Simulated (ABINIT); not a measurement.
Runs of ABINIT 10.8.3 (patched build) on GaN. It takes space group P6_3mc (No. 186, hexagonal). Conventional cell: a = 3.180 Å, b = 3.180 Å, c = 5.166 Å, α = 90.00°, β = 90.00°, γ = 120.00°. Around Ga (site symmetry 3m) lie 4 N at 1.94 to 1.95 Å. N (site symmetry 3m) is surrounded by 4 Ga at 1.94 to 1.95 Å. 

| task | level | potentials or basis | k mesh | cutoff (eV) | smearing | fine-grid cutoff | k points of the masses | bands of the masses | mesh quality | gap on the mesh (eV) | largest force (eV/Å) |
| --- | --- | --- | --- | --- | --- | --- | --- | --- | --- | --- | --- |
| single point | PBEsol | JTH PAW PBE v2.0 | 4 × 4 × 2 | 680 | fermi-dirac 0.05 eV | 1278.94 eV | - | - | coarse | 1.89 | 0.13 |
| single point | LDA | JTH PAW LDA v2.0 | 8 × 8 × 4 | 680 | fermi-dirac 0.05 eV | 1278.94 eV | - | - | not flagged | (a) | 0.13 |
| single point | PBE | JTH PAW PBE v2.0 | 4 × 4 × 2 | 680 | fermi-dirac 0.05 eV | 1278.94 eV | - | - | coarse | 1.95 | 0.13 |
| effective masses | LDA | PseudoDojo NC SR LDA v0.4.1 standard | 7 × 7 × 4 | 980 | fixed | - | [[0.0, 0.0, 0.0]] | [[17, 19]] | not flagged | - | 0.13 |
| single point | PBE | JTH PAW PBE v2.0 | 10 × 10 × 5 | 707 | fermi-dirac 0.05 eV | 1306.15 eV | - | - | not flagged | 1.96 | (b) |

Alike in all rows: no spin polarisation; cell as given.

Fill in the values left out.

(a) 1.97; (b) 0.14.

Caveats: some runs use coarse meshes; the PAW data sets were made with another functional, which shifts forces and pressure a little (some runs); an odd mesh through Γ misses points on the zone boundary, where band edges often lie (some runs).

A k mesh can miss the band edges, and the runs leave out spin-orbit coupling on Ga.

Not every run made on this cell is shown here.
